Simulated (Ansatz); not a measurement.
**C: from a guess to a relaxed structure**

Where does this trial cell of C go when cell and atoms are let free?

Computed with Ansatz 0.2.0 (DFT PBE, scalar-relativistic, plane waves, PAW, unless a step's input says otherwise).

## 1. The system as given

Symmetry: I4/mcm, No. 140, tetragonal system. The conventional cell has a = 4.892 Å, b = 4.892 Å, c = 4.036 Å, α = 90.00°, β = 90.00°, γ = 90.00°. C (site symmetry m) has 4 C at 1.50 to 1.54 Å as nearest neighbours.

Coordinates:

```
C
1.0
    -2.44577    2.44577    2.01806
     2.44577   -2.44577    2.01806
     2.44577    2.44577   -2.01806
C
8
Direct
  0.53859 0.03859 0.20355
  0.83504 0.33504 0.79645
  0.03859 0.83504 0.50000
  0.33504 0.53859 0.50000
  0.66496 0.46141 0.50000
  0.96141 0.16496 0.50000
  0.16496 0.66496 0.20355
  0.46141 0.96141 0.79645
```

The cell is invented: 4-connected net of one element (I4/mcm, No. 140). The dimensions are guesses.

## 2. Probe: one point on a coarse mesh

Input file input.yaml:

```yaml
crystal:
  lattice:
    - [-2.44576933, 2.44576933, 2.01806047]
    - [2.44576933, -2.44576933, 2.01806047]
    - [2.44576933, 2.44576933, -2.01806047]
  atoms:
    - { symbol: C, position: [0.53858588, 0.03858588, 0.20355034] }
    - { symbol: C, position: [0.83503554, 0.33503554, 0.79644966] }
    - { symbol: C, position: [0.03858588, 0.83503554, 0.5] }
    - { symbol: C, position: [0.33503554, 0.53858588, 0.5] }
    - { symbol: C, position: [0.66496446, 0.46141412, 0.5] }
    - { symbol: C, position: [0.96141412, 0.16496446, 0.5] }
    - { symbol: C, position: [0.16496446, 0.66496446, 0.20355034] }
    - { symbol: C, position: [0.46141412, 0.96141412, 0.79644966] }
basis:
  ecutwfc: 420
kpoints:
  mp_grid: { grid: [6, 6, 6] }
hamiltonian:
  xc: pbe
scf:
  occupations: { method: gaussian, width: 0.1 }
  lower_state_search: "off"
output:
  forces: true
  stress: true
  eigenvalues: true
```

Command:

```
$ ansatz run input.yaml --threads 1 --pin off --max-ram 2560MiB --backend cpu --events-out ev --progress --plain --runs-dir out
```

The program printed (excerpt; [...] marks lines left out):

```text
[...]
SCF converged after 6 iterations
Free energy (F): -2003.670826 eV
[...]
E sigma→0 (E₀):  -2003.670826 eV
Fermi energy:    13.835763 eV
[...]
--- Forces (eV/Å), atoms counted from 1 ---
  atom   1  C     -0.60006668    -0.60006668    -0.23049439
  atom   2  C      0.60006668     0.60006668    -0.23049439
  atom   3  C      0.60006668    -0.60006668    -0.23049439
  atom   4  C     -0.60006668     0.60006668    -0.23049439
  atom   5  C      0.60006668    -0.60006668     0.23049439
  atom   6  C     -0.60006668     0.60006668     0.23049439
  atom   7  C     -0.60006668    -0.60006668     0.23049439
  atom   8  C      0.60006668     0.60006668     0.23049439
[...]
--- Stress (GPa, compression-positive) ---
       14.637962       0.000000       0.000000
        0.000000      14.637962       0.000000
        0.000000       0.000000      50.426237
  P = ⅓ Tr σ = 26.5674 GPa (265.674 kbar)
--- Band table (eV; the first three rows and the last of 30) ---
  k-point 0: bands = ["-9.7970", "-2.0215", "-1.1317", "0.3617", "0.3617", "1.0517", "1.2455", "1.2455", "1.9368", "3.1997", "3.1997", "7.0406", "8.2679", "11.8931", "12.1463", "12.1463", "15.7714", "16.3621", "16.3621", "18.7623", "20.1148", "22.2570", "23.7155"]
[...]
```

Wall time 7.8 s (1 thread of Intel Xeon at 2.50GHz (Skylake/Cascade Lake), shared host); peak memory 0.32 GiB.

From the probe: pressure 26.6 GPa, largest force 0.88 eV/Å, gap on this mesh 3.11 eV. A guess like this is first relaxed loosely on the coarse mesh.

## 3. A loose first relaxation

input.yaml: that of step 2 with these lines changed.

```diff
@@ -27 +27,6 @@
   eigenvalues: true
+relax:
+  adjacent_minimum: "off"
+  f_tol: 0.04
+  max_steps: 70
+  cell: { stress_tol: 0.4 }
```

Command:

```
$ ansatz run input.yaml --threads 1 --pin off --max-ram 2560MiB --backend cpu --events-out ev --progress --plain --runs-dir out
```

The program printed:

```text
Warning: RAYON_NUM_THREADS=1 ignored (pool sized by the plan → 1); use --threads N
Engine: ansatz 0.2.0, x86_64-unknown-linux-gnu
Pseudopotentials: kind: paw
Pseudopotential: C, paw, valence charge 4, recommended cutoff 420 eV (normal), C.paw.azcp
Functional definition: PBE
  parameter kappa = 0.804
  parameter beta = 0.06672455060314922
  exchange = pbe_x(kappa = kappa, mu = beta*pi^2/3)
  correlation = pbe_c(beta = beta)
Crystal: 8 atoms, lattice volume = 48.286 Å³
Basis set: ecut = 420 eV, 979 PW (Γ), exchange–correlation on 54×54×54 points (8 copies of the dense FFT grid, shifted against one another)
Bands: 24, of which v1, the nominal top of the filled ones, is band 16 counted from 1 (15 counted from 0)
Symmetry: 16 space group operations
Space group: I4/mcm (ITA 140), of the structure as read, at distance tolerance 3.6e-5 Å
k-points: 30 of 216
Non-local potential: C, projectors of the file, l = 0: 2, l = 1: 2, l = 2: 1
PAW form: soft (Blöchl's): semilocal exchange-correlation on the pseudo side does not see the compensation charge
PAW one-centre angular grid: C, 110 points (default); XC on 64 Gauss nodes
Initial density: superposition of atomic densities (neutral atoms: chi_scale 0, normalization atom), corrected by the library's trained network
Initial wavefunctions: pseudopotential atomic-orbital guess
Functional: x = pbe(κ = 0.804, μ = 0.2195149727645171), c = pbe(β = 0.06672455060314922)
SCF iter   1: F=—  HF=-2003.690874 eV  |F-HF|=—  |Δ(HF+E_count)|=         —  Δρ=1.33e-2  dr2=7.55e-2  ethr=1.77e-3  ⟨swp⟩=5.7  Hψ=3629  notcnv=0  defer=9
preconditioner: auto → none  [insulator: Δε(μ)=3.137 eV  Ē_g=16.985 eV  σ=0.100 eV  W_gap=1.00  n_scr=12 (ndim 8)  ℏωp=30.2 eV  f_vac=0.004  D(μ)=0.00/eV (n_scr^D=0)  ε∞_Penn≈4.2]
SCF iter   2: F=—  HF=-2003.669525 eV  |F-HF|=—  |Δ(HF+E_count)|=   2.13e-2  Δρ=5.33e-3  dr2=6.57e-3  ethr=2.36e-4  ⟨swp⟩=2.7  Hψ=1464  notcnv=0  defer=65
SCF iter   3: F=—  HF=-2003.670432 eV  |F-HF|=—  |Δ(HF+E_count)|=   9.06e-4  Δρ=1.58e-3  dr2=5.38e-4  ethr=2.05e-5  ⟨swp⟩=2.5  Hψ=1126  notcnv=0  defer=65
SCF iter   4: F=—  HF=-2003.670778 eV  |F-HF|=—  |Δ(HF+E_count)|=   3.47e-4  Δρ=2.00e-4  dr2=8.68e-6  ethr=1.68e-6  ⟨swp⟩=2.4  Hψ=1089  notcnv=0  defer=65
SCF iter   5: F=—  HF=-2003.670826 eV  |F-HF|=—  |Δ(HF+E_count)|=   4.74e-5  Δρ=2.06e-5  dr2=1.08e-7  ethr=2.71e-8  ⟨swp⟩=2.1  Hψ=1083  notcnv=0  defer=65
SCF iter   6: F=-2003.670826 eV  HF=-2003.670826 eV  |F-HF|=8.69e-11  |Δ(HF+E_count)|=   2.04e-7  Δρ=1.90e-6  dr2=1.40e-9  ethr=3.13e-10  ⟨swp⟩=10.4  Hψ=3513  notcnv=0
SCF 1 converged in 6 iterations: F = -2003.670826 eV  dr2 = 1.40e-9
relax step   1: F+E_penalty+E_count = -2003.67082599 eV  Δ(F+E_penalty+E_count) = +0.000e0 eV  max|allowed force component| = 6.001e-1 eV/Å  Δτ_max = 0.0000 Å  P = +26.567 GPa  Ω = 48.286 Å³  (6 SCF iters, dr2 threshold 1.00e-7 eV, accepted)
Crystal: 8 atoms, lattice volume = 49.936 Å³
Basis set: ecut = 420 eV, 987 PW (Γ), exchange–correlation on 54×54×54 points (8 copies of the dense FFT grid, shifted against one another)
Initial density: handed on by an earlier stage of this run
Initial wavefunctions: those handed on with the density
iter 1 solved again at ethr=1.75e-4 eV; its pass at ethr=3.10e-3 eV (dr2=5.60e-2 eV) is discarded
SCF iter   1: F=—  HF=-2003.977061 eV  |F-HF|=—  |Δ(HF+E_count)|=         —  Δρ=1.11e-2  dr2=5.56e-2  ethr=1.75e-4  ⟨swp⟩=1.6  Hψ=4759  notcnv=0
preconditioner: auto → none  [insulator: Δε(μ)=3.017 eV  Ē_g=16.568 eV  σ=0.100 eV  W_gap=1.00  n_scr=12 (ndim 8)  ℏωp=29.7 eV  f_vac=0.024  D(μ)=0.00/eV (n_scr^D=0)  ε∞_Penn≈4.2]
SCF iter   2: F=—  HF=-2003.959846 eV  |F-HF|=—  |Δ(HF+E_count)|=   1.72e-2  Δρ=3.96e-3  dr2=4.78e-3  ethr=1.74e-4  ⟨swp⟩=2.4  Hψ=1234  notcnv=0
SCF iter   3: F=—  HF=-2003.959152 eV  |F-HF|=—  |Δ(HF+E_count)|=   6.94e-4  Δρ=9.72e-4  dr2=2.05e-4  ethr=1.50e-5  ⟨swp⟩=2.5  Hψ=1229  notcnv=0
SCF iter   4: F=—  HF=-2003.959237 eV  |F-HF|=—  |Δ(HF+E_count)|=   8.44e-5  Δρ=2.43e-4  dr2=7.89e-6  ethr=6.42e-7  ⟨swp⟩=2.9  Hψ=1301  notcnv=0
SCF iter   5: F=-2003.959245 eV  HF=-2003.959245 eV  |F-HF|=2.95e-8  |Δ(HF+E_count)|=   8.73e-6  Δρ=1.20e-5  dr2=2.53e-8  ethr=2.50e-9  ⟨swp⟩=7.9  Hψ=3685  notcnv=0
the search or the solves at the SCF's close seem to have found levels that the self-consistency loop had missed (the run counts 1). By its estimate they hold under 1e-12 electrons; where the run keeps them, the occupations were computed again with them
SCF 2 converged in 5 iterations: F = -2003.959245 eV  dr2 = 2.53e-8
relax step   2: F+E_penalty+E_count = -2003.95924538 eV  Δ(F+E_penalty+E_count) = -2.884e-1 eV  max|allowed force component| = 4.317e-1 eV/Å  Δτ_max = 0.0107 Å  P = +9.608 GPa  Ω = 49.936 Å³  energy of the carried Pulay correction = -9.357e-3 eV  (5 SCF iters, dr2 threshold 8.00e-7 eV, accepted)
Crystal: 8 atoms, lattice volume = 50.843 Å³
iter 1 solved again at ethr=4.10e-5 eV; its pass at ethr=3.10e-3 eV (dr2=1.31e-2 eV) is discarded
SCF iter   1: F=—  HF=-2004.011781 eV  |F-HF|=—  |Δ(HF+E_count)|=         —  Δρ=4.72e-3  dr2=1.20e-2  ethr=4.10e-5  ⟨swp⟩=1.8  Hψ=4039  notcnv=0
preconditioner: auto → none  [insulator: Δε(μ)=3.116 eV  Ē_g=16.367 eV  σ=0.100 eV  W_gap=1.00  n_scr=12 (ndim 8)  ℏωp=29.5 eV  f_vac=0.024  D(μ)=0.00/eV (n_scr^D=0)  ε∞_Penn≈4.2]
SCF iter   2: F=—  HF=-2004.007944 eV  |F-HF|=—  |Δ(HF+E_count)|=   3.84e-3  Δρ=1.55e-3  dr2=1.04e-3  ethr=3.74e-5  ⟨swp⟩=2.7  Hψ=1175  notcnv=0
SCF iter   3: F=—  HF=-2004.007757 eV  |F-HF|=—  |Δ(HF+E_count)|=   1.87e-4  Δρ=3.28e-4  dr2=3.99e-5  ethr=3.24e-6  ⟨swp⟩=2.3  Hψ=1232  notcnv=0
SCF iter   4: F=—  HF=-2004.007798 eV  |F-HF|=—  |Δ(HF+E_count)|=   4.14e-5  Δρ=8.53e-5  dr2=1.45e-6  ethr=1.25e-7  ⟨swp⟩=2.9  Hψ=1282  notcnv=0
SCF iter   5: F=-2004.007800 eV  HF=-2004.007800 eV  |F-HF|=1.08e-8  |Δ(HF+E_count)|=   1.73e-6  Δρ=5.12e-6  dr2=6.95e-9  ethr=2.50e-9  ⟨swp⟩=6.9  Hψ=3422  notcnv=0
SCF 3 converged in 5 iterations: F = -2004.007800 eV  dr2 = 6.95e-9
relax step   3: F+E_penalty+E_count = -2004.00780000 eV  Δ(F+E_penalty+E_count) = -4.855e-2 eV  max|allowed force component| = 1.916e-1 eV/Å  Δτ_max = 0.0042 Å  P = +2.127 GPa  Ω = 50.843 Å³  energy of the carried Pulay correction = -1.437e-2 eV  (5 SCF iters, dr2 threshold 8.00e-7 eV, accepted)
Crystal: 8 atoms, lattice volume = 51.125 Å³
Basis set: ecut = 420 eV, 1003 PW (Γ), exchange–correlation on 54×54×54 points (8 copies of the dense FFT grid, shifted against one another)
iter 1 solved again at ethr=5.87e-6 eV; its pass at ethr=3.10e-3 eV (dr2=1.88e-3 eV) is discarded
SCF iter   1: F=—  HF=-2004.013285 eV  |F-HF|=—  |Δ(HF+E_count)|=         —  Δρ=1.89e-3  dr2=1.79e-3  ethr=5.87e-6  ⟨swp⟩=2.1  Hψ=4090  notcnv=0
preconditioner: auto → none  [insulator: Δε(μ)=3.067 eV  Ē_g=16.296 eV  σ=0.100 eV  W_gap=1.00  n_scr=12 (ndim 8)  ℏωp=29.4 eV  f_vac=0.022  D(μ)=0.00/eV (n_scr^D=0)  ε∞_Penn≈4.2]
SCF iter   2: F=—  HF=-2004.012696 eV  |F-HF|=—  |Δ(HF+E_count)|=   5.89e-4  Δρ=6.01e-4  dr2=1.13e-4  ethr=5.59e-6  ⟨swp⟩=2.1  Hψ=1044  notcnv=0
SCF iter   3: F=—  HF=-2004.012716 eV  |F-HF|=—  |Δ(HF+E_count)|=   2.00e-5  Δρ=1.88e-4  dr2=8.76e-6  ethr=3.53e-7  ⟨swp⟩=2.1  Hψ=1188  notcnv=0
SCF iter   4: F=-2004.012718 eV  HF=-2004.012718 eV  |F-HF|=1.32e-7  |Δ(HF+E_count)|=   1.73e-6  Δρ=2.95e-5  dr2=1.39e-7  ethr=2.50e-9  ⟨swp⟩=7.5  Hψ=3504  notcnv=0
SCF 4 converged in 4 iterations: F = -2004.012718 eV  dr2 = 1.39e-7
relax step   4: F+E_penalty+E_count = -2004.01271810 eV  Δ(F+E_penalty+E_count) = -4.918e-3 eV  max|allowed force component| = 3.784e-2 eV/Å  Δτ_max = 0.0030 Å  P = -0.162 GPa  Ω = 51.125 Å³  energy of the carried Pulay correction = -1.591e-2 eV  (4 SCF iters, dr2 threshold 8.00e-7 eV, accepted)
Basis set: ecut = 420 eV, 1003 PW (Γ), exchange–correlation on 60×60×60 points (8 copies of the dense FFT grid, shifted against one another)
Initial wavefunctions: pseudopotential atomic-orbital guess (no wavefunctions were taken with the density)
iter 1 solved again at ethr=2.58e-7 eV; its pass at ethr=3.10e-3 eV (dr2=8.27e-5 eV) is discarded
SCF iter   1: F=—  HF=-2004.036279 eV  |F-HF|=—  |Δ(HF+E_count)|=         —  Δρ=6.11e-4  dr2=2.86e-5  ethr=2.58e-7  ⟨swp⟩=3.1  Hψ=5285  notcnv=0
preconditioner: auto → none  [insulator: Δε(μ)=3.077 eV  Ē_g=16.298 eV  σ=0.100 eV  W_gap=1.00  n_scr=12 (ndim 8)  ℏωp=29.4 eV  f_vac=0.021  D(μ)=0.00/eV (n_scr^D=0)  ε∞_Penn≈4.2]
SCF iter   2: F=—  HF=-2004.036309 eV  |F-HF|=—  |Δ(HF+E_count)|=   3.05e-5  Δρ=3.03e-4  dr2=6.34e-6  ethr=8.95e-8  ⟨swp⟩=2.0  Hψ=1166  notcnv=0
SCF iter   3: F=—  HF=-2004.036322 eV  |F-HF|=—  |Δ(HF+E_count)|=   1.30e-5  Δρ=1.99e-5  dr2=4.86e-8  ethr=1.98e-8  ⟨swp⟩=2.4  Hψ=1219  notcnv=0
SCF iter   4: F=—  HF=-2004.036324 eV  |F-HF|=—  |Δ(HF+E_count)|=   1.48e-6  Δρ=3.46e-6  dr2=6.20e-9  ethr=1.60e-11  ⟨swp⟩=7.2  Hψ=3246  notcnv=0
SCF iter   5: F=-2004.036324 eV  HF=-2004.036324 eV  |F-HF|=1.07e-10  |Δ(HF+E_count)|=   1.34e-9  Δρ=7.26e-7  dr2=7.19e-11  ethr=1.60e-11  ⟨swp⟩=4.6  Hψ=2246  notcnv=0
SCF 5 converged in 5 iterations: F = -2004.036324 eV  dr2 = 7.19e-11
relax step   5: F+E_penalty+E_count = -2004.03632361 eV  Δ(F+E_penalty+E_count) = -2.361e-2 eV  max|allowed force component| = 3.783e-2 eV/Å  Δτ_max = 0.0000 Å  P = +0.503 GPa  Ω = 51.125 Å³  stress off target by 1.11e0 GPa  SCF on the basis re-selected at this cell (its energy is not comparable with the rows above)  (5 SCF iters)
basis re-selected at this cell: Δ(F+E_penalty+E_count) = -2.361e-2 eV, ΔP = +0.665 GPa vs the last step (what re-selecting the basis moved, of the pressure what is left beyond the Pulay correction that the steps carried, after the strain that the cell walked since its last selection, with what the two solves' SCF thresholds leave and, on support functions, any second-order correction that the steps lacked; it is no measure of the basis error at this ecutwfc). The dense FFT grid was sized anew with the basis: this SCF ran on 30×30×30 points, the steps before it on 27×27×27, so part of this shift can come from that change (see relax.cell in the input reference). This SCF's stress stands 1.11e0 GPa from its target on what of the cell is left free (relax.cell.stress_tol is 4.00e-1 GPa) and its largest allowed force component is 3.78e-2 eV/Å (relax.f_tol is 4.00e-2 eV/Å): not within both, so this SCF does not close the relaxation
Crystal: 8 atoms, lattice volume = 51.185 Å³
iter 1 solved again at ethr=3.93e-7 eV; its pass at ethr=3.10e-3 eV (dr2=1.26e-4 eV) is discarded
SCF iter   1: F=—  HF=-2004.036363 eV  |F-HF|=—  |Δ(HF+E_count)|=         —  Δρ=5.13e-4  dr2=1.20e-4  ethr=3.93e-7  ⟨swp⟩=2.1  Hψ=3878  notcnv=0
preconditioner: auto → none  [insulator: Δε(μ)=3.066 eV  Ē_g=16.280 eV  σ=0.100 eV  W_gap=1.00  n_scr=12 (ndim 8)  ℏωp=29.4 eV  f_vac=0.021  D(μ)=0.00/eV (n_scr^D=0)  ε∞_Penn≈4.3]
SCF iter   2: F=—  HF=-2004.036323 eV  |F-HF|=—  |Δ(HF+E_count)|=   4.02e-5  Δρ=1.68e-4  dr2=7.48e-6  ethr=3.75e-7  ⟨swp⟩=2.1  Hψ=1057  notcnv=0
SCF iter   3: F=-2004.036322 eV  HF=-2004.036322 eV  |F-HF|=6.92e-8  |Δ(HF+E_count)|=   7.78e-7  Δρ=5.49e-5  dr2=6.43e-7  ethr=2.50e-9  ⟨swp⟩=7.3  Hψ=3443  notcnv=0
SCF 6 converged in 3 iterations: F = -2004.036322 eV  dr2 = 6.43e-7
relax step   6: F+E_penalty+E_count = -2004.03632204 eV  Δ(F+E_penalty+E_count) = +1.572e-6 eV  max|allowed force component| = 7.795e-3 eV/Å  Δτ_max = 0.0007 Å  P = -0.000 GPa  Ω = 51.185 Å³  energy of the carried Pulay correction = -3.617e-4 eV  (3 SCF iters, dr2 threshold 8.00e-7 eV, accepted)
iter 1 solved again at ethr=1.60e-7 eV; its pass at ethr=3.10e-3 eV (dr2=5.13e-5 eV) is discarded
SCF iter   1: F=—  HF=-2004.036720 eV  |F-HF|=—  |Δ(HF+E_count)|=         —  Δρ=5.56e-5  dr2=6.30e-7  ethr=1.60e-7  ⟨swp⟩=3.2  Hψ=5475  notcnv=0
preconditioner: auto → none  [insulator: Δε(μ)=3.068 eV  Ē_g=16.281 eV  σ=0.100 eV  W_gap=1.00  n_scr=12 (ndim 8)  ℏωp=29.4 eV  f_vac=0.021  D(μ)=0.00/eV (n_scr^D=0)  ε∞_Penn≈4.3]
SCF iter   2: F=—  HF=-2004.036719 eV  |F-HF|=—  |Δ(HF+E_count)|=   5.21e-7  Δρ=2.67e-5  dr2=1.37e-7  ethr=1.97e-9  ⟨swp⟩=1.7  Hψ=853  notcnv=0
SCF iter   3: F=-2004.036719 eV  HF=-2004.036719 eV  |F-HF|=1.10e-9  |Δ(HF+E_count)|=   8.17e-8  Δρ=2.39e-6  dr2=2.43e-9  ethr=1.60e-11  ⟨swp⟩=5.4  Hψ=3641  notcnv=0
SCF 7 converged in 3 iterations: F = -2004.036719 eV  dr2 = 2.43e-9
relax step   7: F+E_penalty+E_count = -2004.03671920 eV  Δ(F+E_penalty+E_count) = -3.972e-4 eV  max|allowed force component| = 7.622e-3 eV/Å  Δτ_max = 0.0000 Å  P = +0.003 GPa  Ω = 51.185 Å³  stress off target by 1.54e-1 GPa  SCF on the basis re-selected at this cell (its energy is not comparable with the rows above)  (3 SCF iters)
basis re-selected at this cell: Δ(F+E_penalty+E_count) = -3.972e-4 eV, ΔP = +0.003 GPa vs the last step (what re-selecting the basis moved, of the pressure what is left beyond the Pulay correction that the steps carried, after the strain that the cell walked since its last selection, with what the two solves' SCF thresholds leave and, on support functions, any second-order correction that the steps lacked; it is no measure of the basis error at this ecutwfc). This SCF's stress stands 1.54e-1 GPa from its target on what of the cell is left free (relax.cell.stress_tol is 4.00e-1 GPa) and its largest allowed force component is 7.62e-3 eV/Å (relax.f_tol is 4.00e-2 eV/Å): within both
SCF converged after 3 iterations
Free energy (F): -2004.036719 eV
Harris-Foulkes:  -2004.036719 eV  (|F-HF|=1.10e-9)
Internal energy: -2004.036719 eV  (E = F + TS)
E sigma→0 (E₀):  -2004.036719 eV
Fermi energy:    13.028235 eV
--- Per-component energies (eV) ---
  E_band       = 80.168238
  E_kinetic    = 732.961085
  E_local      = -743.617297  (includes V_loc(G=0)·N_el)
  E_nonlocal   = 213.482097
  E_hartree    = 205.676698
  E_xc         = -388.006689
  E_vxc        = -481.422132  (∫ρ·V_xc dr)
  E_paw        = -793.215688  (= ΣΔE_a)
  E_vpaw       = -52.589576  (= ΣTr[D̂ρ^β])
  E_aug_tail   = 0.000062  (compensation charges beyond the density's cutoff)
  E_ewald      = -1231.316987
  E_smearing   = -0.000000  (= −TS)
  E_closure    = -0.000000  (closes the sum)
  Σ components = -2004.036719   (vs F -2004.036719, Δ=0.00e0)
--- Forces (eV/Å), atoms counted from 1 ---
  atom   1  C     -0.00032776    -0.00032776     0.00762216
  atom   2  C      0.00032776     0.00032776     0.00762216
  atom   3  C      0.00032776    -0.00032776     0.00762216
  atom   4  C     -0.00032776     0.00032776     0.00762216
  atom   5  C      0.00032776    -0.00032776    -0.00762216
  atom   6  C     -0.00032776     0.00032776    -0.00762216
  atom   7  C     -0.00032776    -0.00032776    -0.00762216
  atom   8  C      0.00032776     0.00032776    -0.00762216
  max |Σ_I F_I| component: 2.95e-17 eV/Å
--- Stress (GPa, compression-positive) ---
       -0.072139      -0.000000      -0.000000
       -0.000000      -0.072139       0.000000
        0.000000       0.000000       0.153914
  P = ⅓ Tr σ = 0.0032 GPa (0.032 kbar)
--- Band table (eV; the first three rows and the last of 30) ---
  k-point 0: bands = ["-9.8950", "-2.5577", "-1.7026", "-0.0313", "-0.0313", "0.1475", "0.1475", "0.8467", "1.6460", "2.7389", "2.7389", "6.1799", "7.9196", "10.7681", "11.2137", "11.2137", "14.6622", "15.3309", "15.3309", "17.1050", "19.2539", "20.5387", "22.6589", "23.5543"]
  k-point 1: bands = ["-9.6869", "-2.9406", "-2.9145", "-0.5854", "0.0090", "0.1108", "0.7959", "0.9192", "2.7541", "3.0433", "3.8335", "6.6440", "7.0910", "10.1115", "10.3948", "11.0072", "14.8128", "14.9815", "16.5247", "17.5090", "20.1942", "20.4972", "22.5084", "23.0786"]
  k-point 2: bands = ["-9.1460", "-4.7395", "-3.3925", "-0.8787", "-0.2364", "0.4178", "0.4353", "2.5781", "2.9206", "5.4256", "5.4640", "5.5762", "7.7528", "7.8805", "9.3332", "10.4139", "14.5646", "16.0621", "18.1931", "18.4214", "19.4983", "20.0009", "21.9389", "22.1514"]
  k-point 29: bands = ["-7.3632", "-5.0665", "-5.0665", "-4.4937", "-1.9060", "1.7213", "3.1291", "4.4938", "5.0271", "5.0271", "5.0798", "6.9813", "6.9813", "8.1254", "8.1254", "11.4964", "15.7275", "16.2613", "19.0518", "19.3296", "19.4432", "19.4432", "20.8389", "21.0209"]
--- Relaxed structure (5 steps of the walk, 5 accepted, 2 SCFs on fresh bases) ---
  F+E_penalty+E_count = -2004.03671920 eV   max|allowed force component| = 7.622e-3 eV/Å   (the final SCF, on the basis selected at the relaxed cell)
  cell:  # Å, volume = 51.1854 Å³
    - [-2.4708819220623957, 2.4708819220623957, 2.095956046229961]
    - [2.4708819220623957, -2.4708819220623957, 2.095956046229961]
    - [2.4708819220623957, 2.4708819220623957, -2.095956046229961]
  atoms:
    - { symbol: C, position: [0.5357393826769837, 0.035739382676983705, 0.20054093293187703] }
    - { symbol: C, position: [0.8351984497451066, 0.3351984497451067, 0.7994590670681229] }
    - { symbol: C, position: [0.03573938267698365, 0.8351984497451067, 0.49999999999999994] }
    - { symbol: C, position: [0.3351984497451067, 0.5357393826769836, 0.5] }
    - { symbol: C, position: [0.6648015502548933, 0.46426061732301627, 0.5] }
    - { symbol: C, position: [0.9642606173230163, 0.1648015502548933, 0.5] }
    - { symbol: C, position: [0.16480155025489335, 0.6648015502548934, 0.20054093293187703] }
    - { symbol: C, position: [0.4642606173230164, 0.9642606173230163, 0.7994590670681229] }
```

Wall time 55 s (1 thread of Intel Xeon at 2.50GHz (Skylake/Cascade Lake), shared host); peak memory 0.35 GiB.

The steps of the relaxation:

```
step  energy from step 1 (eV/cell)  largest force component (eV/Å)  pressure (GPa)  volume (Å³)
   1                        0.0000                          0.6001           26.57        48.29
   2                       -0.2884                          0.4317            9.61        49.94
   3                       -0.3370                          0.1916            2.13        50.84
   4                       -0.3419                          0.0378           -0.16        51.13
   5                       -0.3655                          0.0378            0.50        51.13
   6                       -0.3655                          0.0078            0.00        51.19
   7                       -0.3659                          0.0076            0.00        51.19
```

Step 1 is the start. Steps 5, 7 each repeat the geometry before them on a plane-wave basis chosen anew, so the energy can jump there without any move.

Lengths and angles in the start's conventional setting:

|  | before | after | change |
| --- | --- | --- | --- |
| a (Å) | 4.892 | 4.942 | +1.0 % |
| b (Å) | 4.892 | 4.942 | +1.0 % |
| c (Å) | 4.036 | 4.192 | +3.9 % |
| volume (Å³/atom) | 6.04 | 6.40 | +6.0 % |
| shortest distance (Å) | 1.498 | 1.502 | +0.3 % |
| space group (0.01 Å) | I4/mcm | I4/mcm | same |

Forces and stress were held to the start's 16 operations: a distortion of lower symmetry was not tested.

(Part 1 of 2 ends here.)
